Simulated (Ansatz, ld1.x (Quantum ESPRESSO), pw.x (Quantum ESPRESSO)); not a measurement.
**iridium: one change to the TM potential, in the atom and in the sc crystal**

ld1.x (Quantum ESPRESSO) 7.5 input, shortened:

```
&input
   title='Ir', zed=77., rel=1, dft='PBE', iswitch=3,
   config='[Xe] 4f14 5d7 6s0.5 6p0'
 /
 &inputp
   pseudotype=2, tm=.true., lloc=-1, rcloc=3.00,
   nlcc=.true.
 /
3
6S  1  0   0.50   0.00  1.90  1.90  0.0
6P  2  1   0.00   0.00  3.20  3.20  0.0
5D  3  2   7.00   0.00  1.25  1.25  0.0
 &test
   configts(1)='5d7 6s0.5 6p0'
 /
```

Change: local potential all-electron potential smoothed inside 2.08 bohr (lloc = -1).

Cutoffs, loose and tight: the cutoffs (Ry, on a coarse ladder) from which the occupation-weighted sum of valence levels, in a spherical-Bessel basis at the reference potential, stays within 10 and 1 mRy of its value at 400 Ry. They do not see the model core or the augmentation charge, which bear on the density cutoff. Test errors are all-electron minus pseudo excitation energies from the reference, over the configurations 5d7 6s2 6p0; 5d7 6s1 6p0; 5d7 6s0 6p0; 5d8 6s0 6p0; 5d6 6s0 6p0; 5d7.5 6s1.5 6p0; 5d5 6s0 6p0; variants that change the core or the reference have their own tests.

Crystal test: sc Ir in pw.x 7.5, no spin, 13³ k-points, Fermi–Dirac smearing 0.01 Ry, cutoffs set for each file from its atomic test. The reference is all-electron LAPW (Ansatz 0.2.0) with the same functional, mesh and smearing; V0 and B0 come from Birch–Murnaghan fits to the pressures at five volumes. Errors are pseudo minus all-electron; Δ is the rms difference of the E(V) curves that follow from these fits, minima aligned, over ±6 % about the mean V0. Mesh and smearing are coarse, so the numbers serve the comparison and aren't converged zero-temperature values; the lattice is a test structure that the element need not adopt.

All-electron: a0 = 2.573 Å (V0 = 17.04 Å³/atom), B0 = 242.7 GPa.

Problem. Does the change bring the crystal closer to the all-electron result?

Solution. The mean pressure error goes from +6.70 to -18.49 GPa, so the change moves the solid further from the all-electron pressures.

```tsv
quantity	base	changed
outcome (atom)	generated	generated
cutoff, loose (atom)	40 Ry	40 Ry
cutoff, tight (atom)	70 Ry	70 Ry
bound ghosts (atom)	none	s
largest test error (meV) (atom)	-141 over the solved tests; 1 of 7 tests not solved or not reliable	-95 over the solved tests; 1 of 7 tests not solved or not reliable
cutoffs in pw.x (Ry)	85/340	85/340
a0 (Å)	2.595	–
a0 error (%)	+0.85	–
B0 error (%)	-1.8	–
Δ (meV/atom)	23.2	–
mean pressure error (GPa)	+6.70	-18.49
```

A dash: not determined, or the minimum lies outside the volumes sampled.

Base: The largest radius (3.20 bohr) exceeds half the bond length (2.43 bohr), so the spheres overlap, which is one possible source of error among others. This is a poor potential for the solid. Atomic configuration tests: 1 of 7 tests not solved or not reliable. Changed file: The largest radius (3.20 bohr) exceeds half the bond length (2.43 bohr), so the spheres overlap, which is one possible source of error among others. This is a poor potential for the solid. Note: ghost state, extra bound levels that the all-electron valence spectrum of the same l lacks: s at -28.9 eV. A true bound ghost makes a file unfit for plane-wave use. Atomic configuration tests: 1 of 7 tests not solved or not reliable. The logarithmic derivative shows an extra or strongly shifted pseudo pole above the reference energy (p near 0.75 Ry). The atomic cutoffs weigh occupied waves only.
